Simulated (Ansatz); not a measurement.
## Pt(111) with 4 layers of random Pt-Au, 2x2: scattering by chemical disorder

Wanted: resistance against the alloy's length, first Pt(111) with 4 layers of random Pt-Au, 2x2.

Calculated with Ansatz 0.2.0; Ansatz plane-wave DFT, PBE, PAW files; ballistic transport by layer matching (Landauer), zero bias; PAW set soft_1.

### 1. Set-up

The cell holds 40 atoms: 38 Pt and 2 Au. Cell: a = 5.546 Å, b = 5.546 Å, c = 22.699 Å, α = 93.5°, β = 86.5°, γ = 120.0°. It derives from Pt. Regions: lead, 24 atoms (24 Pt); scattering region, 16 atoms (14 Pt and 2 Au). The structure is stacked along c, and the current runs across the ab planes.

### 2. With 4 alloy layers

In 4 layers a share of 0.125 of the sites is given to Au at random. The layers about the cell's end stay perfect and serve as the lead. Energies from -0.05 to 0.05 eV in steps of 0.05 eV are too few for the program's thermal sum, so it prints no conductance; for a metal the transmission near the Fermi level serves, at a fraction of the cost.

input.yaml

```yaml
crystal:
  lattice:
    - [5.5462627489, 0.0, 0.0]
    - [-2.7731313745, 4.8032044366, 0.0]
    - [1.3865656872, -0.8005340728, 22.6425228571]
  atoms:
    - { symbol: Pt, position: [0.9916666667, 0.0083333333, 0.05] }
    - { symbol: Pt, position: [0.9916666667, 0.5083333333, 0.05] }
    - { symbol: Pt, position: [0.4916666667, 0.0083333333, 0.05] }
    - { symbol: Pt, position: [0.4916666667, 0.5083333333, 0.05] }
    - { symbol: Pt, position: [0.1416666667, 0.3583333333, 0.15] }
    - { symbol: Pt, position: [0.1416666667, 0.8583333333, 0.15] }
    - { symbol: Pt, position: [0.6416666667, 0.3583333333, 0.15] }
    - { symbol: Pt, position: [0.6416666667, 0.8583333333, 0.15] }
    - { symbol: Pt, position: [0.2916666667, 0.2083333333, 0.25] }
    - { symbol: Pt, position: [0.2916666667, 0.7083333333, 0.25] }
    - { symbol: Pt, position: [0.7916666667, 0.2083333333, 0.25] }
    - { symbol: Pt, position: [0.7916666667, 0.7083333333, 0.25] }
    - { symbol: Pt, position: [0.9416666667, 0.0583333333, 0.35] }
    - { symbol: Pt, position: [0.9416666667, 0.5583333333, 0.35] }
    - { symbol: Pt, position: [0.4416666667, 0.0583333333, 0.35] }
    - { symbol: Pt, position: [0.4416666667, 0.5583333333, 0.35] }
    - { symbol: Pt, position: [0.0916666667, 0.4083333333, 0.45] }
    - { symbol: Pt, position: [0.0916666667, 0.9083333333, 0.45] }
    - { symbol: Pt, position: [0.5916666667, 0.4083333333, 0.45] }
    - { symbol: Pt, position: [0.5916666667, 0.9083333333, 0.45] }
    - { symbol: Pt, position: [0.2416666667, 0.2583333333, 0.55] }
    - { symbol: Pt, position: [0.2416666667, 0.7583333333, 0.55] }
    - { symbol: Pt, position: [0.7416666667, 0.2583333333, 0.55] }
    - { symbol: Pt, position: [0.7416666667, 0.7583333333, 0.55] }
    - { symbol: Au, position: [0.8916666667, 0.1083333333, 0.65] }
    - { symbol: Pt, position: [0.8916666667, 0.6083333333, 0.65] }
    - { symbol: Pt, position: [0.3916666667, 0.1083333333, 0.65] }
    - { symbol: Au, position: [0.3916666667, 0.6083333333, 0.65] }
    - { symbol: Pt, position: [0.0416666667, 0.4583333333, 0.75] }
    - { symbol: Pt, position: [0.0416666667, 0.9583333333, 0.75] }
    - { symbol: Pt, position: [0.5416666667, 0.4583333333, 0.75] }
    - { symbol: Pt, position: [0.5416666667, 0.9583333333, 0.75] }
    - { symbol: Pt, position: [0.1916666667, 0.3083333333, 0.85] }
    - { symbol: Pt, position: [0.1916666667, 0.8083333333, 0.85] }
    - { symbol: Pt, position: [0.6916666667, 0.3083333333, 0.85] }
    - { symbol: Pt, position: [0.6916666667, 0.8083333333, 0.85] }
    - { symbol: Pt, position: [0.8416666667, 0.1583333333, 0.95] }
    - { symbol: Pt, position: [0.8416666667, 0.6583333333, 0.95] }
    - { symbol: Pt, position: [0.3416666667, 0.1583333333, 0.95] }
    - { symbol: Pt, position: [0.3416666667, 0.6583333333, 0.95] }
kpoints:
  mp_grid: { grid: [5, 5, 1] }
hamiltonian:
  xc: pbe
  pseudopotentials: { kind: paw, azcp: { folder: soft_1 } }
scf:
  occupations: { method: fermi_dirac, width: 0.1 }
output:
  transmission:
    leads: [[0, 4]]
    kmesh: [10, 10]
    e_range: [-0.05, 0.05]
    de: 0.05
  write_potential: true
  write_density: true
  volumetric_format: npy
```

On the command line:

```console
> ansatz run input.yaml --threads 4 --pin off --max-ram 15360MiB --backend cpu --events-out ev --progress --plain --runs-dir out
```

Numbers of over 12 decimals in the logs are rounded to 6 here.

Output:

```text
Engine: ansatz 0.2.0, x86_64-unknown-linux-gnu
Pseudopotentials: kind: paw
Pseudopotential: Pt, paw, valence charge 18, recommended cutoff 420 eV (normal), soft_1/Pt.paw.azcp
Pseudopotential: Au, paw, valence charge 19, recommended cutoff 420 eV (normal), soft_1/Au.paw.azcp
Functional definition: PBE
  parameter kappa = 0.804
  parameter beta = 0.066725
  exchange = pbe_x(kappa = kappa, mu = beta*pi^2/3)
  correlation = pbe_c(beta = beta)
Crystal: 40 atoms, lattice volume = 603.193 Å³
Basis set: ecut = 420 eV, 11827 PW (Γ)
Bands: 434, of which v1, the nominal top of the filled ones, is band 361 counted from 1 (360 counted from 0)
Symmetry: 8 space group operations
Space group: P2/m (ITA 10), of the structure as read, at distance tolerance 8.4e-5 Å
k-points: 9 of 25
Non-local potential: Pt, projectors of the file, l = 0: 3, l = 1: 2, l = 2: 2, l = 3: 1
Non-local potential: Au, projectors of the file, l = 0: 3, l = 1: 2, l = 2: 2, l = 3: 1
PAW form: soft (Blöchl's): semilocal exchange-correlation on the pseudo side does not see the compensation charge
PAW one-centre angular grid: Pt, 590 points (default); XC on 64 Gauss nodes
PAW one-centre angular grid: Au, 590 points (default); XC on 64 Gauss nodes
Initial density: superposition of atomic densities (chi_scale 0.1, normalization cell, long waves of neutral atoms (reshape's long-wave potential 2.48 eV rms, cloud 2.72 Å wide))
Initial wavefunctions: pseudopotential atomic-orbital guess
Functional: x = pbe(κ = 0.804, μ = 0.219515), c = pbe(β = 0.066725)
SCF iter   1: F=—  HF=-502260.206764 eV  |F-HF|=—  |Δ(HF+E_count)|=         —  Δρ=1.15e-1  dr2=3.09e2  ethr=3.10e-3  ⟨swp⟩=4.6  Hψ=11676  notcnv=0  defer=142
preconditioner: auto → Kerker (q_TF=auto, 2.811 Å⁻¹)  [metal: Δε(μ)=0.003 eV  Ē_g=8.733 eV  σ=0.100 eV  W_gap=0.01  n_scr=246 (ndim 8)  ℏωp=30.3 eV  f_vac=0.000  D(μ)=62.73/eV (n_scr^D=828)]
SCF iter   2: F=—  HF=-502246.699196 eV  |F-HF|=—  |Δ(HF+E_count)|=    1.35e1  Δρ=6.26e-2  dr2=1.07e2  ethr=3.10e-3  ⟨swp⟩=2.0  Hψ=6994  notcnv=0  defer=351
SCF iter   3: F=—  HF=-502241.144687 eV  |F-HF|=—  |Δ(HF+E_count)|=    5.55e0  Δρ=1.43e-2  dr2=9.08e0  ethr=3.10e-3  ⟨swp⟩=2.6  Hψ=6028  notcnv=0  defer=351
SCF iter   4: F=—  HF=-502240.713699 eV  |F-HF|=—  |Δ(HF+E_count)|=   4.31e-1  Δρ=5.58e-3  dr2=3.16e0  ethr=1.26e-3  ⟨swp⟩=1.7  Hψ=4512  notcnv=0  defer=353
SCF iter   5: F=—  HF=-502240.622887 eV  |F-HF|=—  |Δ(HF+E_count)|=   9.08e-2  Δρ=3.33e-3  dr2=1.00e0  ethr=4.38e-4  ⟨swp⟩=1.0  Hψ=3543  notcnv=0  defer=355
SCF iter   6: F=—  HF=-502240.588620 eV  |F-HF|=—  |Δ(HF+E_count)|=   3.43e-2  Δρ=1.23e-3  dr2=1.15e-1  ethr=1.39e-4  ⟨swp⟩=1.1  Hψ=3644  notcnv=0  defer=357
SCF iter   7: F=—  HF=-502240.586083 eV  |F-HF|=—  |Δ(HF+E_count)|=   2.54e-3  Δρ=3.11e-4  dr2=7.54e-3  ethr=1.59e-5  ⟨swp⟩=1.1  Hψ=3774  notcnv=0  defer=357
SCF iter   8: F=—  HF=-502240.586030 eV  |F-HF|=—  |Δ(HF+E_count)|=   5.30e-5  Δρ=6.63e-5  dr2=2.36e-4  ethr=1.04e-6  ⟨swp⟩=1.1  Hψ=3544  notcnv=0  defer=357
SCF iter   9: F=—  HF=-502240.585943 eV  |F-HF|=—  |Δ(HF+E_count)|=   8.64e-5  Δρ=2.35e-5  dr2=4.58e-5  ethr=3.26e-8  ⟨swp⟩=1.8  Hψ=3950  notcnv=0  defer=357
SCF iter  10: F=—  HF=-502240.584264 eV  |F-HF|=—  |Δ(HF+E_count)|=   1.68e-3  Δρ=6.34e-6  dr2=1.11e-6  ethr=6.34e-9  ⟨swp⟩=1.0  Hψ=3788  notcnv=0  defer=359
SCF iter  11: F=-502240.584264 eV  HF=-502240.584264 eV  |F-HF|=6.43e-8  |Δ(HF+E_count)|=   4.66e-9  Δρ=1.81e-6  dr2=7.42e-8  ethr=1.39e-11  ⟨swp⟩=9.2  Hψ=15276  notcnv=0
SCF 1 converged in 11 iterations: F = -502240.584264 eV  dr2 = 7.42e-8
  greatest PAW one-centre occupation: 1.000 electrons in one spin orbital (limit 2), on the Au atom at site 27 (counted from 0), in its partial waves of l = 0
transmission: 124 of 1240 steps passed
transmission: 248 of 1240 steps passed
[...]
transmission: 1240 of 1240 steps passed
SCF converged after 11 iterations
Free energy (F): -502240.584264 eV
Harris-Foulkes:  -502240.584264 eV  (|F-HF|=6.43e-8)
Internal energy: -502238.465543 eV  (E = F + TS)
E sigma→0 (E₀):  -502239.524903 eV
Entropy (-TS):   -2.118722 eV (-52.968 meV/atom)
Fermi energy:    23.425449 eV
--- Per-component energies (eV) ---
  E_band       = -5176.984561
  E_kinetic    = 23867.877116
  E_local      = -57214.555509  (includes V_loc(G=0)·N_el)
  E_nonlocal   = 7943.344243
  E_hartree    = 21969.455867
  E_xc         = -9273.351757
  E_vxc        = -10855.411864  (∫ρ·V_xc dr)
  E_paw        = -379850.643636  (= ΣΔE_a)
  E_vpaw       = -12857.193021  (= ΣTr[D̂ρ^β])
  E_aug_tail   = 0.045714  (compensation charges beyond the density's cutoff)
  E_ewald      = -109680.637581
  E_smearing   = -2.118722  (= −TS)
  E_closure    = 0.000000  (closes the sum)
  Σ components = -502240.584264   (vs F -502240.584264, Δ=0.00e0)
--- Band table (eV; the first three rows and the last of 9) ---
  k-point 0: bands = [... 357 lower, 23.6018, 23.6404, 23.6443, 23.6686, 23.6853, 23.6955, 23.7216, 23.7511, ... 69 higher]
  k-point 1: bands = [... 357 lower, 23.3791, 23.3912, 23.4085, 23.4234, 23.4556, 23.4700, 23.5520, 23.6327, ... 69 higher]
  k-point 2: bands = [... 357 lower, 23.3189, 23.3620, 23.4077, 23.4147, 23.4708, 23.5214, 23.5475, 23.5602, ... 69 higher]
  k-point 8: bands = [... 357 lower, 23.3742, 23.3785, 23.4277, 23.4344, 23.4662, 23.4860, 23.5262, 23.5658, ... 69 higher]
--- Transmission ---
  basis      : 241 plane waves across, 40 finite elements along
  points     : 31, standing for a mesh of 10 x 10
  energies   : 3 from -0.050000 to 0.050000 eV about the Fermi level, 0.050000 eV apart; the leads are filled to 0.000000 eV, and channels, transmission and decay are at 0.000000 eV
  crystal 0  : Pt4, at the sites [0, 4], period 2.2643 Å, over 20.38 Å; its Hamiltonian steps by up to 1.4 meV
    offset         : up to 0.0000 Å between an atom of the period and one for which it stands
    channels       : 6.890000e0 a spin
    conductance    : none, the energies end too early or step too widely for 300 K: set another output.transmission.e_range or a lower de, or, where they end at an eighth of basis.ecutwfc, a higher one
  junction   : crystal 0 to crystal 0, 3.83 to 24.21 Å
    transmission   : 4.535846e0 a spin
    conductance    : none, the energies end too early or step too widely for 300 K: set another output.transmission.e_range or a lower de, or, where they end at an eighth of basis.ecutwfc, a higher one
```

Elapsed: 3.8 min, on 4 threads of Intel Xeon Platinum 8375C at 2.90GHz (Ice Lake), shared host; peak memory 4.9 GiB; 14 min of CPU time.

Numbers from this step:

```
free energy                                    : -502240.5843 eV
energy at zero smearing                        : -502239.5249 eV
Fermi energy                                   : 23.43 eV
cell area                                      : 26.64 Å²
transmission per spin nearest the Fermi level  : 4.536
open channels per spin nearest the Fermi level : 6.89
step of the lead's potential                   : 1.4 meV
```

Per spin. Table of transmission, zone mean by energy, zero at the Fermi level:

```tsv
energy (eV)	transmission, zone mean
-0.0500	4.80
0.0000	4.54
0.0500	4.40
```

Per spin. The open channels, zone mean, lead by energy, zero at the Fermi level:

```tsv
energy (eV)	open channels, zone mean, lead
-0.0500	7.16
0.0000	6.89
0.0500	6.21
```

Transmission over k1 and k2. At 0.0000 eV from the Fermi level.

Ten even steps from '_' (2.92) to '@' (6.60):
```
@@##==----++##______
__==##++++**--______
__--++@@::%%++==____
##--++::++==..++--##
##++**%%==__==%%**++
####--++..==++::++--
______==++%%::@@++--
________--**++++##==
@@______##++----==##
%%@@____######____@@
```
Columns: k1 (b1) from -0.5 to 0.4; rows upwards: k2 (b2) from -0.5 to 0.4.

Open channels over k1 and k2. At 0.0000 eV from the Fermi level.

Ten even steps from '0' (3.0) to '9' (10.0):
```
9744479101
4475574400
4458185441
9451881549
9778828877
9945188154
4144581854
4004475574
9101974447
9944999449
```
Columns: k1 (b1) from -0.5 to 0.4; rows upwards: k2 (b2) from -0.5 to 0.4.

Over the solved energies the transmission per spin lies between 4.40 and 4.80, out of 6.75 channels of the lead on average (up to 7.16).

### 3. With 8 alloy layers

In 8 layers a share of 0.125 of the sites is given to Au at random. A fresh draw is used; the growth of the resistance with length is what counts.

System of this step: Pt(111) with 8 layers of random Pt-Au, 2x2. The cell holds 56 atoms: 52 Pt and 4 Au. Cell: a = 5.546 Å, b = 5.546 Å, c = 31.740 Å, α = 87.5°, β = 92.5°, γ = 120.0°. It derives from Pt. Regions: lead, 24 atoms (24 Pt); scattering region, 32 atoms (28 Pt and 4 Au). The structure is stacked along c, and the current runs across the ab planes.

input.yaml

```yaml
crystal:
  lattice:
    - [5.5462627489, 0.0, 0.0]
    - [-2.7731313745, 4.8032044366, 0.0]
    - [-1.3865656872, 0.8005340728, 31.6995319999]
  atoms:
    - { symbol: Pt, position: [0.005952381, 0.994047619, 0.0357142857] }
    - { symbol: Pt, position: [0.005952381, 0.494047619, 0.0357142857] }
    - { symbol: Pt, position: [0.505952381, 0.994047619, 0.0357142857] }
    - { symbol: Pt, position: [0.505952381, 0.494047619, 0.0357142857] }
    - { symbol: Pt, position: [0.1845238095, 0.3154761905, 0.1071428571] }
    - { symbol: Pt, position: [0.1845238095, 0.8154761905, 0.1071428571] }
    - { symbol: Pt, position: [0.6845238095, 0.3154761905, 0.1071428571] }
    - { symbol: Pt, position: [0.6845238095, 0.8154761905, 0.1071428571] }
    - { symbol: Pt, position: [0.3630952381, 0.1369047619, 0.1785714286] }
    - { symbol: Pt, position: [0.3630952381, 0.6369047619, 0.1785714286] }
    - { symbol: Pt, position: [0.8630952381, 0.1369047619, 0.1785714286] }
    - { symbol: Pt, position: [0.8630952381, 0.6369047619, 0.1785714286] }
    - { symbol: Pt, position: [0.0416666667, 0.9583333333, 0.25] }
    - { symbol: Pt, position: [0.0416666667, 0.4583333333, 0.25] }
    - { symbol: Au, position: [0.5416666667, 0.9583333333, 0.25] }
    - { symbol: Pt, position: [0.5416666667, 0.4583333333, 0.25] }
    - { symbol: Pt, position: [0.2202380952, 0.2797619048, 0.3214285714] }
    - { symbol: Pt, position: [0.2202380952, 0.7797619048, 0.3214285714] }
    - { symbol: Pt, position: [0.7202380952, 0.2797619048, 0.3214285714] }
    - { symbol: Pt, position: [0.7202380952, 0.7797619048, 0.3214285714] }
    - { symbol: Pt, position: [0.3988095238, 0.1011904762, 0.3928571429] }
    - { symbol: Pt, position: [0.3988095238, 0.6011904762, 0.3928571429] }
    - { symbol: Pt, position: [0.8988095238, 0.1011904762, 0.3928571429] }
    - { symbol: Pt, position: [0.8988095238, 0.6011904762, 0.3928571429] }
    - { symbol: Pt, position: [0.0773809524, 0.9226190476, 0.4642857143] }
    - { symbol: Pt, position: [0.0773809524, 0.4226190476, 0.4642857143] }
    - { symbol: Pt, position: [0.5773809524, 0.9226190476, 0.4642857143] }
    - { symbol: Pt, position: [0.5773809524, 0.4226190476, 0.4642857143] }
    - { symbol: Au, position: [0.255952381, 0.244047619, 0.5357142857] }
    - { symbol: Pt, position: [0.255952381, 0.744047619, 0.5357142857] }
    - { symbol: Pt, position: [0.755952381, 0.244047619, 0.5357142857] }
    - { symbol: Pt, position: [0.755952381, 0.744047619, 0.5357142857] }
    - { symbol: Pt, position: [0.4345238095, 0.0654761905, 0.6071428571] }
    - { symbol: Pt, position: [0.4345238095, 0.5654761905, 0.6071428571] }
    - { symbol: Pt, position: [0.9345238095, 0.0654761905, 0.6071428571] }
    - { symbol: Pt, position: [0.9345238095, 0.5654761905, 0.6071428571] }
    - { symbol: Pt, position: [0.1130952381, 0.8869047619, 0.6785714286] }
    - { symbol: Pt, position: [0.1130952381, 0.3869047619, 0.6785714286] }
    - { symbol: Au, position: [0.6130952381, 0.8869047619, 0.6785714286] }
    - { symbol: Pt, position: [0.6130952381, 0.3869047619, 0.6785714286] }
    - { symbol: Pt, position: [0.2916666667, 0.2083333333, 0.75] }
    - { symbol: Pt, position: [0.2916666667, 0.7083333333, 0.75] }
    - { symbol: Pt, position: [0.7916666667, 0.2083333333, 0.75] }
    - { symbol: Au, position: [0.7916666667, 0.7083333333, 0.75] }
    - { symbol: Pt, position: [0.4702380952, 0.0297619048, 0.8214285714] }
    - { symbol: Pt, position: [0.4702380952, 0.5297619048, 0.8214285714] }
    - { symbol: Pt, position: [0.9702380952, 0.0297619048, 0.8214285714] }
    - { symbol: Pt, position: [0.9702380952, 0.5297619048, 0.8214285714] }
    - { symbol: Pt, position: [0.1488095238, 0.8511904762, 0.8928571429] }
    - { symbol: Pt, position: [0.1488095238, 0.3511904762, 0.8928571429] }
    - { symbol: Pt, position: [0.6488095238, 0.8511904762, 0.8928571429] }
    - { symbol: Pt, position: [0.6488095238, 0.3511904762, 0.8928571429] }
    - { symbol: Pt, position: [0.3273809524, 0.1726190476, 0.9642857143] }
    - { symbol: Pt, position: [0.3273809524, 0.6726190476, 0.9642857143] }
    - { symbol: Pt, position: [0.8273809524, 0.1726190476, 0.9642857143] }
    - { symbol: Pt, position: [0.8273809524, 0.6726190476, 0.9642857143] }
kpoints:
  mp_grid: { grid: [5, 5, 1] }
hamiltonian:
  xc: pbe
  pseudopotentials: { kind: paw, azcp: { folder: soft_1 } }
scf:
  occupations: { method: fermi_dirac, width: 0.1 }
output:
  transmission:
    leads: [[0, 4]]
    kmesh: [10, 10]
    e_range: [-0.05, 0.05]
    de: 0.05
  write_potential: true
  write_density: true
  volumetric_format: npy
```

Output:

```text
[...]
Crystal: 56 atoms, lattice volume = 844.470 Å³
Basis set: ecut = 420 eV, 16521 PW (Γ)
Bands: 608, of which v1, the nominal top of the filled ones, is band 506 counted from 1 (505 counted from 0)
Symmetry: 2 space group operations
[...]
k-points: 9 of 25 (time reversal used)
[...]
SCF iter   1: F=—  HF=-703916.781244 eV  |F-HF|=—  |Δ(HF+E_count)|=         —  Δρ=1.18e-1  dr2=3.57e2  ethr=3.10e-3  ⟨swp⟩=4.4  Hψ=16255  notcnv=0  defer=189
[...]
SCF iter  13: F=-703888.179308 eV  HF=-703888.179308 eV  |F-HF|=7.45e-9  |Δ(HF+E_count)|=   1.98e-9  Δρ=2.61e-7  dr2=7.86e-9  ethr=9.88e-12  ⟨swp⟩=2.0  Hψ=6804  notcnv=0
SCF 1 converged in 13 iterations: F = -703888.179308 eV  dr2 = 7.86e-9
[...]
transmission: 178 of 1767 steps passed
transmission: 354 of 1767 steps passed
[...]
transmission: 1767 of 1767 steps passed
SCF converged after 13 iterations
Free energy (F): -703888.179308 eV
[...]
Internal energy: -703885.337264 eV  (E = F + TS)
E sigma→0 (E₀):  -703886.758286 eV
Entropy (-TS):   -2.842044 eV (-50.751 meV/atom)
Fermi energy:    23.418271 eV
[...]
--- Band table (eV; the first three rows and the last of 9) ---
  k-point 0: bands = [... 502 lower, 23.6275, 23.6435, 23.6640, 23.6659, 23.6803, 23.7004, 23.7037, 23.7237, ... 98 higher]
  k-point 1: bands = [... 502 lower, 23.3903, 23.4072, 23.4311, 23.4537, 23.4679, 23.4831, 23.5038, 23.5676, ... 98 higher]
  k-point 2: bands = [... 502 lower, 23.3705, 23.4194, 23.4382, 23.4504, 23.4783, 23.5199, 23.5323, 23.5599, ... 98 higher]
  k-point 8: bands = [... 502 lower, 23.3566, 23.4117, 23.4225, 23.4385, 23.5008, 23.5065, 23.5246, 23.5609, ... 98 higher]
--- Transmission ---
  basis      : 241 plane waves across, 57 finite elements along
  points     : 31, standing for a mesh of 10 x 10
[...]
channels       : 6.890000e0 a spin
[...]
junction   : crystal 0 to crystal 0, 0.70 to 30.13 Å
    transmission   : 4.151506e0 a spin
[...]
```

Run time: 11 min. Hardware: 4 threads; peak memory 8.7 GiB.

Numbers from this step:

| Quantity | Value |
| --- | --- |
| free energy | -703888.1793 eV |
| energy at zero smearing | -703886.7583 eV |
| Fermi energy | 23.42 eV |
| transmission per spin nearest the Fermi level | 4.152 |
| step of the lead's potential | 14.4 meV |

Per spin. Table of transmission, zone mean by energy, zero at the Fermi level:

```tsv
energy (eV)	transmission, zone mean
-0.0500	4.28
0.0000	4.15
0.0500	4.11
```

Over the solved energies the transmission per spin lies between 4.11 and 4.28, out of 6.74 channels of the lead on average (up to 7.12).

[end of part 1 of 2]

[Logs are printed without paths, hosts, clocks, repeated set-up lines and the standing remarks that a program may print on its own settings, such as how far it seeks lower states.]

[Hosts, paths, dates, database ids (printed as entryN), source tags and the programs' standing remarks are cut or masked in the printed files.]
